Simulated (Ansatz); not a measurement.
# The I–V curve of a Zr/MoS2/Zr junction

Wanted: I(V) for Zr/MoS2/Zr. Both electrodes are Zr hcp(0001); the barrier is MoS2 2H layers (two layers in the relaxed core). In the first transport cell, after relaxation, the nearest pair of electrode and barrier is Zr–S at 2.62 Å, along the normal, at the lower face and Zr–S at 2.61 Å, along the normal, at the upper one. All share a net of side 3.17 Å, which strains the lower electrode by -1.9 % and the barrier by +0.0 %, against typed lattice constants near PBE's. The first steps treat the bulk electrodes alone.

Main program and level: Ansatz 0.2.0; PBE+D3(BJ) DFT, plane waves, PAW files, in the first sound run; inputs show where later runs differ.

### 1. Set-up

The structure is hexagonal, space group P6_3/mmc (No. 194). The conventional cell has a = 3.170 Å, b = 3.170 Å, c = 5.237 Å, α = 90.00°, β = 90.00°, γ = 120.00°. Nearest to Zr lie 12 Zr at 3.17 to 3.19 Å.

### 2. Layer spacing of the electrode

The electrode is held to the junction's net and relaxed along the normal; its spacing is used for the ideal lead layers.

Input file input.yaml:

```yaml
crystal:
  lattice:
    - [3.17, 0.0, 0.0]
    - [-1.585, 2.74530053, 0.0]
    - [0.0, 0.0, 5.2372260062]
  atoms:
    - { symbol: Zr, position: [0.0, 0.0, 0.0] }
    - { symbol: Zr, position: [0.3333333333, 0.6666666667, 0.5] }
kpoints:
  mp_grid: { grid: [12, 12, 6] }
scf:
  occupations: { method: fermi_dirac, width: 0.1 }
  max_iter: 150
hamiltonian:
  xc: pbe
  dispersion: d3bj
relax:
  f_tol: 0.01
  max_steps: 40
  cell: { fix: [a, b, angles] }
```

Command:

```console
> ansatz run input.yaml --threads 8 --pin off --max-ram 20480MiB --backend cpu --events-out ev --progress --plain --runs-dir out
```

Numbers of over 12 decimals in the logs are rounded to 6 here.

What it wrote:

```text
Engine: ansatz 0.2.0, aarch64-unknown-linux-gnu
Pseudopotentials: kind: paw
Pseudopotential: Zr, paw, valence charge 12, recommended cutoff 420 eV (normal), Zr.paw.azcp
Functional definition: PBE
  parameter kappa = 0.804
  parameter beta = 0.066725
  exchange = pbe_x(kappa = kappa, mu = beta*pi^2/3)
  correlation = pbe_c(beta = beta)
Crystal: 2 atoms, lattice volume = 45.577 Å³
Basis set: ecut = 420 eV, 893 PW (Γ), exchange–correlation on 48×48×72 points (8 copies of the dense FFT grid, shifted against one another)
Bands: 16, of which v1, the nominal top of the filled ones, is band 12 counted from 1 (11 counted from 0)
Symmetry: 24 space group operations
Space group: P63/mmc (ITA 194), of the structure as read, at distance tolerance 3.6e-5 Å
k-points: 76 of 864
Non-local potential: Zr, projectors of the file, l = 0: 3, l = 1: 2, l = 2: 2, l = 3: 2
PAW form: soft (Blöchl's): semilocal exchange-correlation on the pseudo side does not see the compensation charge
PAW one-centre angular grid: Zr, 590 points (default); XC on 64 Gauss nodes
Initial density: superposition of atomic densities (neutral atoms: chi_scale 0, normalization atom), corrected by the library's trained network
Initial wavefunctions: pseudopotential atomic-orbital guess
Functional: x = pbe(κ = 0.804, μ = 0.219515), c = pbe(β = 0.066725)
SCF iter   1: F=—  HF=-8368.768644 eV  |F-HF|=—  |Δ(HF+E_count)|=         —  Δρ=2.60e-3  dr2=1.03e-3  ethr=1.77e-3  ⟨swp⟩=4.8  Hψ=5171  notcnv=0
preconditioner: auto → Kerker (q_TF=auto, 2.452 Å⁻¹)  [metal: Δε(μ)=0.029 eV  Ē_g=3.199 eV  σ=0.100 eV  W_gap=0.07  n_scr=10 (ndim 8)  ℏωp=15.6 eV  f_vac=0.000  D(μ)=2.25/eV (n_scr^D=22)]
SCF iter   2: F=—  HF=-8368.768085 eV  |F-HF|=—  |Δ(HF+E_count)|=   5.58e-4  Δρ=1.59e-3  dr2=4.42e-4  ethr=4.29e-6  ⟨swp⟩=2.5  Hψ=2676  notcnv=0
SCF iter   3: F=—  HF=-8368.768427 eV  |F-HF|=—  |Δ(HF+E_count)|=   3.41e-4  Δρ=2.96e-4  dr2=2.51e-5  ethr=1.84e-6  ⟨swp⟩=3.0  Hψ=2200  notcnv=0
SCF iter   4: F=—  HF=-8368.768429 eV  |F-HF|=—  |Δ(HF+E_count)|=   1.95e-6  Δρ=1.19e-4  dr2=4.83e-6  ethr=1.05e-7  ⟨swp⟩=2.4  Hψ=2053  notcnv=0
iter 5 did not close the SCF: its close was put off for the readings that it lacked (scf_convergence_deferred on its scf_iter line)
SCF iter   5: F=-8368.768428 eV  HF=-8368.768428 eV  |F-HF|=4.21e-9  |Δ(HF+E_count)|=   7.82e-7  Δρ=1.53e-5  dr2=7.04e-8  ethr=2.01e-8  ⟨swp⟩=2.1  Hψ=1975  notcnv=0
SCF iter   6: F=-8368.768428 eV  HF=-8368.768428 eV  |F-HF|=1.14e-9  |Δ(HF+E_count)|=   3.69e-9  Δρ=3.69e-6  dr2=3.60e-9  ethr=2.93e-10  ⟨swp⟩=1.8  Hψ=4141  notcnv=0
SCF 1 converged in 6 iterations: F = -8368.768428 eV  dr2 = 3.60e-9
  greatest PAW one-centre occupation: 0.996 electrons in one spin orbital (limit 2), on the Zr atom at site 1 (counted from 0), in its partial waves of l = 0
relax step   1: F+E_penalty+E_count = -8368.76842796 eV  Δ(F+E_penalty+E_count) = +0.000e0 eV  max|allowed force component| = 1.214e-17 eV/Å  Δτ_max = 0.0000 Å  P = -1.509 GPa  Ω = 45.577 Å³  fix = [a, b, alpha, beta, gamma]  reactions: a -0.658, b -0.658 GPa  (6 SCF iters, dr2 threshold 1.00e-7 eV, accepted)
Crystal: 2 atoms, lattice volume = 44.201 Å³
Basis set: ecut = 420 eV, 857 PW (Γ), exchange–correlation on 48×48×72 points (8 copies of the dense FFT grid, shifted against one another)
Initial density: handed on by an earlier stage of this run
Initial wavefunctions: those handed on with the density
iter 1 solved again at ethr=3.15e-6 eV; its pass at ethr=3.10e-3 eV (dr2=7.56e-4 eV) is discarded
SCF iter   1: F=—  HF=-8368.774812 eV  |F-HF|=—  |Δ(HF+E_count)|=         —  Δρ=1.48e-3  dr2=7.63e-4  ethr=3.15e-6  ⟨swp⟩=2.0  Hψ=8698  notcnv=0
preconditioner: auto → none  [metal: Δε(μ)=0.009 eV  Ē_g=3.285 eV  σ=0.100 eV  W_gap=0.02  n_scr=8 (ndim 8)  ℏωp=15.8 eV  f_vac=0.000  D(μ)=2.10/eV (n_scr^D=22)]
SCF iter   2: F=—  HF=-8368.774655 eV  |F-HF|=—  |Δ(HF+E_count)|=   1.57e-4  Δρ=6.33e-4  dr2=8.33e-5  ethr=3.15e-6  ⟨swp⟩=2.4  Hψ=1813  notcnv=0
SCF iter   3: F=—  HF=-8368.774652 eV  |F-HF|=—  |Δ(HF+E_count)|=   2.75e-6  Δρ=1.24e-4  dr2=2.03e-6  ethr=3.47e-7  ⟨swp⟩=2.0  Hψ=1430  notcnv=0
iter 4 did not close the SCF: its close was put off for the readings that it lacked (scf_convergence_deferred on its scf_iter line)
SCF iter   4: F=-8368.774654 eV  HF=-8368.774654 eV  |F-HF|=1.57e-8  |Δ(HF+E_count)|=   1.40e-6  Δρ=1.12e-5  dr2=2.40e-8  ethr=8.47e-9  ⟨swp⟩=2.3  Hψ=1738  notcnv=0
iter 5 did not close the SCF: its close was put off for the readings that it lacked (scf_convergence_deferred on its scf_iter line)
SCF iter   5: F=-8368.774654 eV  HF=-8368.774654 eV  |F-HF|=1.62e-10  |Δ(HF+E_count)|=   1.84e-8  Δρ=1.56e-6  dr2=7.57e-10  ethr=1.00e-10  ⟨swp⟩=2.3  Hψ=2130  notcnv=0
SCF iter   6: F=-8368.774654 eV  HF=-8368.774654 eV  |F-HF|=0.00e0  |Δ(HF+E_count)|=  1.46e-11  Δρ=2.06e-7  dr2=8.01e-12  ethr=3.15e-12  ⟨swp⟩=1.1  Hψ=3873  notcnv=0
SCF 2 converged in 6 iterations: F = -8368.774654 eV  dr2 = 8.01e-12
relax step   2: F+E_penalty+E_count = -8368.77465377 eV  Δ(F+E_penalty+E_count) = -6.226e-3 eV  max|allowed force component| = 1.133e-16 eV/Å  Δτ_max = 0.0000 Å  P = +1.673 GPa  Ω = 44.201 Å³  energy of the carried Pulay correction = +1.681e-4 eV  fix = [a, b, alpha, beta, gamma]  reactions: a +1.523, b +1.523 GPa  (6 SCF iters, dr2 threshold 2.00e-7 eV, accepted)
Crystal: 2 atoms, lattice volume = 44.725 Å³
Basis set: ecut = 420 eV, 881 PW (Γ), exchange–correlation on 48×48×72 points (8 copies of the dense FFT grid, shifted against one another)
iter 1 solved again at ethr=3.01e-7 eV; its pass at ethr=3.10e-3 eV (dr2=7.22e-5 eV) is discarded
SCF iter   1: F=—  HF=-8368.777605 eV  |F-HF|=—  |Δ(HF+E_count)|=         —  Δρ=5.54e-4  dr2=1.05e-4  ethr=3.01e-7  ⟨swp⟩=2.6  Hψ=8650  notcnv=0
preconditioner: auto → Kerker (q_TF=auto, 2.459 Å⁻¹)  [metal: Δε(μ)=0.015 eV  Ē_g=3.250 eV  σ=0.100 eV  W_gap=0.04  n_scr=10 (ndim 8)  ℏωp=15.7 eV  f_vac=0.000  D(μ)=2.15/eV (n_scr^D=22)]
SCF iter   2: F=—  HF=-8368.777588 eV  |F-HF|=—  |Δ(HF+E_count)|=   1.67e-5  Δρ=3.27e-4  dr2=4.04e-5  ethr=3.01e-7  ⟨swp⟩=1.0  Hψ=1216  notcnv=0
SCF iter   3: F=—  HF=-8368.777581 eV  |F-HF|=—  |Δ(HF+E_count)|=   7.45e-6  Δρ=3.56e-5  dr2=4.38e-7  ethr=1.68e-7  ⟨swp⟩=2.1  Hψ=1600  notcnv=0
SCF iter   4: F=-8368.777581 eV  HF=-8368.777580 eV  |F-HF|=4.17e-9  |Δ(HF+E_count)|=   4.00e-8  Δρ=6.91e-6  dr2=1.12e-8  ethr=8.33e-10  ⟨swp⟩=4.0  Hψ=4313  notcnv=0
SCF 3 converged in 4 iterations: F = -8368.777581 eV  dr2 = 1.12e-8
relax step   3: F+E_penalty+E_count = -8368.77758050 eV  Δ(F+E_penalty+E_count) = -2.927e-3 eV  max|allowed force component| = 6.939e-18 eV/Å  Δτ_max = 0.0000 Å  P = +0.403 GPa  Ω = 44.725 Å³  energy of the carried Pulay correction = +1.035e-4 eV  fix = [a, b, alpha, beta, gamma]  reactions: a +0.665, b +0.665 GPa  (4 SCF iters, dr2 threshold 2.00e-7 eV, accepted)
[...]
relax step   4: F+E_penalty+E_count = -8368.77759629 eV  Δ(F+E_penalty+E_count) = -1.579e-5 eV  max|allowed force component| = 1.503e-17 eV/Å  Δτ_max = 0.0000 Å  P = +0.475 GPa  Ω = 44.694 Å³  energy of the carried Pulay correction = +1.073e-4 eV  fix = [a, b, alpha, beta, gamma]  reactions: a +0.714, b +0.714 GPa  (3 SCF iters, dr2 threshold 3.73e-8 eV, accepted)
Initial wavefunctions: pseudopotential atomic-orbital guess (no wavefunctions were taken with the density)
iter 1 solved again at ethr=6.34e-8 eV; its pass at ethr=3.10e-3 eV (dr2=1.52e-5 eV) is discarded
SCF iter   1: F=—  HF=-8368.777503 eV  |F-HF|=—  |Δ(HF+E_count)|=         —  Δρ=2.56e-5  dr2=3.32e-8  ethr=6.34e-8  ⟨swp⟩=3.7  Hψ=9065  notcnv=0
SCF iter   2: F=—  HF=-8368.777498 eV  |F-HF|=—  |Δ(HF+E_count)|=   4.36e-6  Δρ=1.34e-5  dr2=8.86e-9  ethr=1.38e-10  ⟨swp⟩=2.0  Hψ=1707  notcnv=0
SCF iter   3: F=—  HF=-8368.777498 eV  |F-HF|=—  |Δ(HF+E_count)|=   2.19e-8  Δρ=5.31e-7  dr2=4.14e-11  ethr=3.69e-11  ⟨swp⟩=2.0  Hψ=2056  notcnv=0
SCF iter   4: F=-8368.777498 eV  HF=-8368.777498 eV  |F-HF|=3.64e-12  |Δ(HF+E_count)|=  4.18e-11  Δρ=8.02e-8  dr2=2.11e-12  ethr=1.00e-12  ⟨swp⟩=5.1  Hψ=5045  notcnv=0
SCF 5 converged in 4 iterations: F = -8368.777498 eV  dr2 = 2.11e-12
relax step   5: F+E_penalty+E_count = -8368.77749831 eV  Δ(F+E_penalty+E_count) = +9.798e-5 eV  max|allowed force component| = 9.252e-18 eV/Å  Δτ_max = 0.0000 Å  P = +0.473 GPa  Ω = 44.694 Å³  fix = [a, b, alpha, beta, gamma]  reactions: a +0.714, b +0.714 GPa  stress off target by 7.53e-3 GPa on what of the cell is left free  SCF on the basis re-selected at this cell (its energy is not comparable with the rows above)  (4 SCF iters)
basis re-selected at this cell: Δ(F+E_penalty+E_count) = +9.798e-5 eV, ΔP = -0.001 GPa vs the last step (what re-selecting the basis moved, of the pressure what is left beyond the Pulay correction that the steps carried, after the strain that the cell walked since its last selection, with what the two solves' SCF thresholds leave and, on support functions, any second-order correction that the steps lacked; it is no m [...]
SCF converged after 4 iterations
Free energy (F): -8368.777498 eV
Harris-Foulkes:  -8368.777498 eV  (|F-HF|=3.64e-12)
Internal energy: -8368.705823 eV  (E = F + TS)
E sigma→0 (E₀):  -8368.741660 eV
Entropy (-TS):   -0.071676 eV (-35.838 meV/atom)
Fermi energy:    14.648135 eV
--- Per-component energies (eV) ---
  E_band       = -176.273599
  E_kinetic    = 667.769911
  E_local      = -1215.273638  (includes V_loc(G=0)·N_el)
  E_nonlocal   = 161.441562
  E_hartree    = 376.848581
  E_xc         = -323.802527
  E_vxc        = -382.525752  (∫ρ·V_xc dr)
  E_paw        = -5908.453820  (= ΣΔE_a)
  E_vpaw       = -161.382904  (= ΣTr[D̂ρ^β])
  E_aug_tail   = 0.000050  (compensation charges beyond the density's cutoff)
  E_ewald      = -2126.132824
  E_disp       = -1.103117  (pairwise vdW)
  E_smearing   = -0.071676  (= −TS)
  E_closure    = 0.000000  (closes the sum)
  Σ components = -8368.777498   (vs F -8368.777498, Δ=0.00e0)
--- Forces (eV/Å), atoms counted from 1 ---
  atom   1  Zr    -0.00000000     0.00000000     0.00000000
  atom   2  Zr    -0.00000000    -0.00000000     0.00000000
  max |Σ_I F_I| component: 5.55e-17 eV/Å
--- Stress (GPa, compression-positive) ---
        0.713770       0.000000       0.000000
        0.000000       0.713770       0.000000
        0.000000       0.000000      -0.007527
  P = ⅓ Tr σ = 0.4733 GPa (4.733 kbar)
--- Band table (eV; the first three rows and the last of 76) ---
  k-point 0: bands = [... 8 lower, 8.9661, 11.5369, 15.5628, 15.5793, 15.5793, 15.8793, 16.2719, 16.2719]
  k-point 1: bands = [... 8 lower, 9.2018, 11.5217, 15.3883, 15.4680, 15.4863, 15.4863, 16.1122, 16.1122]
  k-point 2: bands = [... 8 lower, 9.8461, 11.3206, 14.8001, 14.9798, 15.4103, 15.4103, 15.7846, 15.7846]
  k-point 75: bands = [... 8 lower, 13.1759, 13.1759, 13.3711, 13.3711, 14.6943, 14.6943, 16.7477, 16.7477]
--- Relaxed structure (4 steps of the walk, 4 accepted, 1 SCFs on fresh bases) ---
  F+E_penalty+E_count = -8368.77749831 eV   max|allowed force component| = 9.252e-18 eV/Å   (the final SCF, on the basis selected at the relaxed cell)
  cell:  # Å, volume = 44.6944 Å³
    - [3.170000, 0, 0.0]
    - [-1.585000, 2.745301, 0.0]
    - [0.0, 0.0, 5.135748]
  atoms:
    - { symbol: Zr, position: [9.251858539620026e-18, -5.0885221963063406e-17, 0.0] }
    - { symbol: Zr, position: [0.333333, 0.666667, 0.500000] }
```

Elapsed: 2 s, on 8 threads of Arm Neoverse V1, shared host; peak memory 0.42 GiB; 13 s of CPU time.

The steps of the relaxation:

```
step  energy less that of the first step (eV)  largest force component (eV/Å)  pressure (GPa)  volume (Å³)
   1                                   0.0000                          0.0000           -1.51        45.58
   2                                  -0.0062                          0.0000            1.67        44.20
   3                                  -0.0092                          0.0000            0.40        44.72
   4                                  -0.0092                          0.0000            0.47        44.69
  5*                                  -0.0091                          0.0000            0.47        44.69
```

Relaxation steps marked * repeat the geometry before them on a plane-wave basis chosen anew for their cell, so energy and pressure can jump there.

Forces are held to the 24 operations that the run works with; a distortion that breaks them can't arise in this run.

```
conventional cell, symmetrised  before  after  change
                         a (Å)   3.170  3.170  +0.0 %
                         b (Å)   3.170  3.170  +0.0 %
                         c (Å)   5.237  5.136  -1.9 %
              volume (Å³/atom)   22.79  22.35  -1.9 %
```

Final coordinates:

```xyz
2
Lattice="3.1700 0.0000 0.0000 -1.5850 2.7453 0.0000 0.0000 0.0000 5.1357" Properties=species:S:1:pos:R:3 pbc="T T T"
Zr    0.0000    0.0000    0.0000
Zr    0.0000    1.8302    2.5679
```

This step gave:

```yaml
free_energy: -8368.7775 eV
fermi_energy: 14.65 eV
pressure: 0.4733 GPa
```

[end of part 1 of 4]

[Logs are printed without paths, hosts, clocks, repeated set-up lines and the standing remarks that a program may print on its own settings, such as how far it seeks lower states.]

[Hosts, paths, dates, database ids (printed as entryN), source tags and the programs' standing remarks are cut or masked in the printed files.]
